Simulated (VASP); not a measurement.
# HfB (Fm-3m) in VASP: single point with LDA

Aim: the single point of HfB with LDA.

All numbers are computed with VASP 6.6.1; they aren't measurements. Logs are shortened: lines on timing, memory, paths and dates and some standing lists are left out, and cuts for length are marked.

## Step 1: Starting point

It takes space group Fm-3m (No. 225, cubic). Conventional cell: a = 4.620 Å, b = 4.620 Å, c = 4.620 Å, α = 90.00°, β = 90.00°, γ = 90.00°. Hf (site symmetry m-3m) has 6 B at 2.31 Å as nearest neighbours. B (site symmetry m-3m) is surrounded by 6 Hf at 2.31 Å.

## Step 2: Single point, LDA

The input, INCAR:

```
PREC = Accurate
ENCUT = 520
EDIFF = 1E-7
ISMEAR = 0
SIGMA = 0.1
LREAL = F
LASPH = T
NELM = 100
ALGO = Normal
ISIF = 2
LWAVE = F
LCHARG = T
LELF = T
LVHAR = T
NBANDS = 14
```

The input, KPOINTS:

```
regular mesh
0
Gamma
  6 6 6
```

The input, POSCAR:

```
HfB
1.0
    0.0000000000      2.3100000000      2.3100000000
    2.3100000000      0.0000000000      2.3100000000
    2.3100000000      2.3100000000      0.0000000000
Hf B
1 1
Direct
    0.5000000000      0.5000000000      0.5000000000
    0.0000000000      0.0000000000      0.0000000000
```

Potentials or basis: VASP PAW LDA potentials, release 64 (Hf_pv, B).

Launch:

```console
> cat potpaw_LDA.64/Hf_pv/POTCAR potpaw_LDA.64/B/POTCAR > POTCAR
> mpirun -np 1 vasp_std > vasp.out
```

OUTCAR:

```text
PREC = Accurate
   ENCUT = 520
   EDIFF = 1E-7
   ISMEAR = 0
   LREAL = F
   LASPH = T
   NELM = 100
   ISIF = 2

 ion  position               nearest neighbor table
   1  0.500  0.500  0.500-   2 2.31   2 2.31   2 2.31   2 2.31   2 2.31   2 2.31
   2  0.000  0.000  0.000-   1 2.31   1 2.31   1 2.31   1 2.31   1 2.31   1 2.31

  LATTYP: Found a face centered cubic cell.
 ALAT       =     4.6200000000

  Lattice vectors:

 A1 = (   0.0000000000,   2.3100000000,   2.3100000000)
 A2 = (   2.3100000000,   0.0000000000,   2.3100000000)
 A3 = (   2.3100000000,   2.3100000000,   0.0000000000)

Analysis of symmetry for initial positions (statically):
=====================================================================
 Subroutine PRICEL returns:
 Original cell was already a primitive cell.

 Routine SETGRP: Setting up the symmetry group for a
 face centered cubic supercell.

 Subroutine GETGRP returns: Found 48 space group operations
 (whereof 48 operations were pure point group operations)
 out of a pool of 48 trial point group operations.

The static configuration has the point symmetry O_h .

Analysis of symmetry for dynamics (positions and initial velocities):
=====================================================================
 Subroutine PRICEL returns:
 Original cell was already a primitive cell.

 Routine SETGRP: Setting up the symmetry group for a
 face centered cubic supercell.

 Subroutine GETGRP returns: Found 48 space group operations
 (whereof 48 operations were pure point group operations)
 out of a pool of 48 trial point group operations.

The dynamic configuration has the point symmetry O_h .

 Subroutine INISYM returns: Found 48 space group operations
 (whereof 48 operations are pure point group operations),
 and found     1 'primitive' translations

----------------------------------------------------------------------------------------

                                     Primitive cell

  volume of cell :      24.6528

  direct lattice vectors                    reciprocal lattice vectors
     0.000000000  2.310000000  2.310000000    -0.216450216  0.216450216  0.216450216
     2.310000000  0.000000000  2.310000000     0.216450216 -0.216450216  0.216450216
     2.310000000  2.310000000  0.000000000     0.216450216  0.216450216 -0.216450216

  length of vectors
     3.266833329  3.266833329  3.266833329     0.374902772  0.374902772  0.374902772

  position of ions in fractional coordinates (direct lattice)
     0.500000000  0.500000000  0.500000000
     0.000000000  0.000000000  0.000000000

  ion indices of the primitive-cell ions
   primitive index   ion index
                 1           1
                 2           2

----------------------------------------------------------------------------------------

 KPOINTS: regular mesh

Automatic generation of k-mesh.
 Grid dimensions read from file:
 generate k-points for:    6    6    6

 Generating k-lattice:

  Cartesian coordinates                     Fractional coordinates (reciprocal lattice)
    -0.036075036  0.036075036  0.036075036     0.166666667  0.000000000  0.000000000
     0.036075036 -0.036075036  0.036075036     0.000000000  0.166666667  0.000000000
     0.036075036  0.036075036 -0.036075036     0.000000000  0.000000000  0.166666667

  Length of vectors
     0.062483795  0.062483795  0.062483795

  Shift w.r.t. Gamma in fractional coordinates (k-lattice)
     0.000000000  0.000000000  0.000000000

 Subroutine IBZKPT returns following result:
 ===========================================

 Found     16 irreducible k-points:

 Following reciprocal coordinates:
            Coordinates               Weight
  0.000000  0.000000  0.000000      1.000000
  0.166667  0.000000  0.000000      8.000000
  0.333333  0.000000  0.000000      8.000000
  0.500000  0.000000  0.000000      4.000000
  0.166667  0.166667  0.000000      6.000000
  0.333333  0.166667  0.000000     24.000000
[... 8 lines left out ...]
 -0.333333  0.333333  0.166667     24.000000
 -0.333333  0.500000  0.166667     12.000000
   k-points           NKPTS =     16   k-points in BZ     NKDIM =     16   number of bands    NBANDS=     14
   number of dos      NEDOS =    301   number of ions     NIONS =      2
   total plane-waves  NPLWV =  13824
   dimension x,y,z NGX =    24 NGY =   24 NGZ =   24
   dimension x,y,z NGXF=    48 NGYF=   48 NGZF=   48
   ions per type =               1   1
   NGX,Y,Z   is equivalent  to a cutoff of  12.21, 12.21, 12.21 a.u.
   NGXF,Y,Z  is equivalent  to a cutoff of  24.43, 24.43, 24.43 a.u.
 SYSTEM =  unknown system
   PREC   = accura    normal or accurate (medium, high low for compatibility)
   ISTART =      0    job   : 0-new  1-cont  2-samecut
   ICHARG =      2    charge: 1-file 2-atom 10-const
   ISPIN  =      1    spin polarized calculation?
   LNONCOLLINEAR =      F non collinear calculations
   LSORBIT =      F    spin-orbit coupling
   LASPH  =      T    aspherical Exc in radial PAW
   ENCUT  =  520.0 eV  38.22 Ry    6.18 a.u.   6.07  6.07  6.07*2*pi/ulx,y,z
   NELM   =    100;   NELMIN=  2; NELMDL= -5     # of ELM steps
   EDIFF  = 0.1E-06   stopping-criterion for ELM
   LREAL  =      F    real-space projection
   EDIFFG = 0.1E-05   stopping-criterion for IOM
   NSW    =      0    number of steps for IOM
   IBRION =     -1    ionic relax: 0-MD 1-quasi-New 2-CG
   NFREE  =      0    steps in history (QN), initial steepest desc. (CG)
   ISIF   =      2    stress and relaxation
   ISYM   =      2    0-nonsym 1-usesym 2-fastsym
   POTIM  = 0.5000    time-step for ionic-motion
   TEBEG  =    0.0;   TEEND  =   0.0 temperature during run
   PSTRESS=    0.0 pullay stress
   NELECT =      13.0000    total number of electrons
   NUPDOWN=      -1.0000    fix difference up-down
   EMIN   =  10.00;   EMAX   =-10.00  energy-range for DOS
   EFERMI =   0.00;   METHOD = LEGACY
   ISMEAR =     0;   SIGMA  =   0.10  broadening in eV -4-tet -1-fermi 0-gaus
   EFERMI_NEDOS =   21; number of points for ismear=-14 and -15
   IALGO  =     38    algorithm
   IMIX   =      4    mixing-type and parameters
     AMIX     =   0.40;   BMIX     =  1.00
     AMIX_MAG =   1.60;   BMIX_MAG =  1.00
  volume/ion in A,a.u.               =      12.33        83.18
  Fermi-wavevector in a.u.,A,eV,Ry     =   1.322617  2.499383 23.800871  1.749315
  Thomas-Fermi vector in A             =   2.452285
   LORBIT       =      0    0 simple, 1 ext, 2 COOP (PROOUT), +10 PAW based schemes
   GGA     = CA    functional components
   LHFCALC =     F    Hartree Fock is set to
   AEXX    =    0.0000 exact exchange contribution
   IVDW    =     0    specifies the selected vdW correction
   LEPSILON=     F    determine dielectric tensor
   LRPA    =     F    only Hartree local field effects (RPA)
 non-spin polarized calculation
 Gauss-broadening in eV      SIGMA  =   0.10
  energy-cutoff  :      520.00
  volume of cell :       24.65
 maximum number of plane-waves:       680
   NGX = 13   NGY = 13   NGZ = 13

 number of electron      13.0000002 magnetization

 Free energy of the ion-electron system (eV)
  ---------------------------------------------------
  ext. energy  EPLUGINS =         0.00000000
  ---------------------------------------------------
  free energy    TOTEN  =       -18.89353094 eV

  energy without entropy =      -18.88540299  energy(sigma->0) =      -18.88946697

 E-fermi :   4.8790     XC(G=0): -12.4539

 val. band max:        4.8685992311   @ k =   0.5000   0.3333   0.1667
 cond. band min:       5.3604968551   @ k =   0.1667   0.0000   0.0000
 fundamental gap:      0.4918976240
 Fermi energy:         4.8789576127

 k-point     1 :       0.0000    0.0000    0.0000
  band No.  band energies     occupation
      1     -23.0796      2.00000
      2     -23.0796      2.00000
      3     -23.0796      2.00000
      4      -4.3445      2.00000
      5       7.2065      0.00000
      6       7.2065      0.00000
      7       7.2065      0.00000
      8       9.0540      0.00000
      9       9.0540      0.00000
     10       9.0540      0.00000
     11       9.2477      0.00000
     12       9.2477      0.00000
     13      16.8511      0.00000
     14      18.2067      0.00000

 k-point     2 :       0.1667    0.0000    0.0000
  band No.  band energies     occupation
      1     -23.2760      2.00000
      2     -23.0997      2.00000
      3     -23.0997      2.00000
      4      -3.5651      2.00000
      5       5.3605      0.00000
      6       6.0234      0.00000
      7       6.0234      0.00000
      8       8.2405      0.00000
      9       8.2405      0.00000
     10       9.8404      0.00000
     11      12.8259      0.00000
     12      12.8259      0.00000
     13      18.6486      0.00000
     14      18.9123      0.00000

 k-point     3 :       0.3333    0.0000    0.0000
  band No.  band energies     occupation
      1     -23.6475      2.00000
      2     -23.1395      2.00000
      3     -23.1395      2.00000
      4      -1.6563      2.00000
      5       2.9596      2.00000
      6       4.2959      2.00000
      7       4.2959      2.00000
      8      10.0596      0.00000
      9      10.0596      0.00000
     10      10.7938      0.00000
     11      16.8716      0.00000
     12      16.8716      0.00000
     13      17.0028      0.00000
     14      19.3185      0.00000
[... 188 lines left out ...]
 k-point    15 :      -0.3333    0.3333    0.1667
  band No.  band energies     occupation
      1     -23.6513      2.00000
      2     -23.4588      2.00000
      3     -23.2729      2.00000
      4      -0.1005      2.00000
      5       2.1807      2.00000
      6       3.8997      2.00000
      7       4.5245      2.00000
      8      10.1464      0.00000
      9      10.5321      0.00000
     10      12.6238      0.00000
     11      15.1004      0.00000
     12      16.6656      0.00000
     13      19.0867      0.00000
     14      19.3200      0.00000

 k-point    16 :      -0.3333    0.5000    0.1667
  band No.  band energies     occupation
      1     -23.6576      2.00000
      2     -23.4506      2.00000
      3     -23.3485      2.00000
      4      -0.7839      2.00000
      5       3.7828      2.00000
      6       4.0049      2.00000
      7       4.5832      1.99997
      8       9.1022      0.00000
      9      11.8914      0.00000
     10      12.8788      0.00000
     11      12.9031      0.00000
     12      15.9148      0.00000
     13      19.3146      0.00000
     14      20.3405      0.00000

------------------------ aborting loop because EDIFF is reached ----------------------------------------

  FORCE on cell =-STRESS in cart. coord.  units (eV):
  Direction    XX          YY          ZZ          XY          YZ          ZX
  --------------------------------------------------------------------------------------
  -------------------------------------------------------------------------------------
  Total        3.0741388      3.0741388      3.0741388     -0.0000000      0.0000000     -0.0000000
  in kB      199.7874081    199.7874081    199.7874081     -0.0000000      0.0000000     -0.0000000
  external PRESSURE =     199.7874081 kB  Pullay stress =       0.0000000 kB

 VOLUME and BASIS-vectors are now :
 -----------------------------------------------------------------------------
  energy-cutoff  :      520.00
  volume of cell :       24.65
      direct lattice vectors                 reciprocal lattice vectors
     0.000000000  2.310000000  2.310000000    -0.216450216  0.216450216  0.216450216
     2.310000000  0.000000000  2.310000000     0.216450216 -0.216450216  0.216450216
     2.310000000  2.310000000  0.000000000     0.216450216  0.216450216 -0.216450216

 POSITION                                       TOTAL-FORCE (eV/Angst)
 -----------------------------------------------------------------------------------
      2.31000      2.31000      2.31000        -0.000000      0.000000      0.000000
      0.00000      0.00000      0.00000         0.000000     -0.000000     -0.000000
 -----------------------------------------------------------------------------------
    total drift:                               -0.000000     -0.000000      0.000000

  FREE ENERGIE OF THE ION-ELECTRON SYSTEM (eV)
  ---------------------------------------------------
  free  energy   TOTEN  =       -18.8935309415 eV

  energy  without entropy=      -18.8854029938  energy(sigma->0) =      -18.88946697
```

Wall time 6.7 s (1 thread of Intel Xeon Platinum 8488C (Sapphire Rapids), shared host); peak memory 0.12 GiB.

Results:

```
Free energy            : -18.8935 eV
Pressure               : 20.0 GPa
Band gap on the k mesh : none (metal or under the smearing width)
```

Caveat: the k mesh is coarse (spacing up to 0.39 Å⁻¹), so the values aren't converged; so large a pressure means that the cell lies far from this level's equilibrium, or that cutoff or potentials fall short. Spin-orbit coupling is left out, which matters for the levels of Hf.
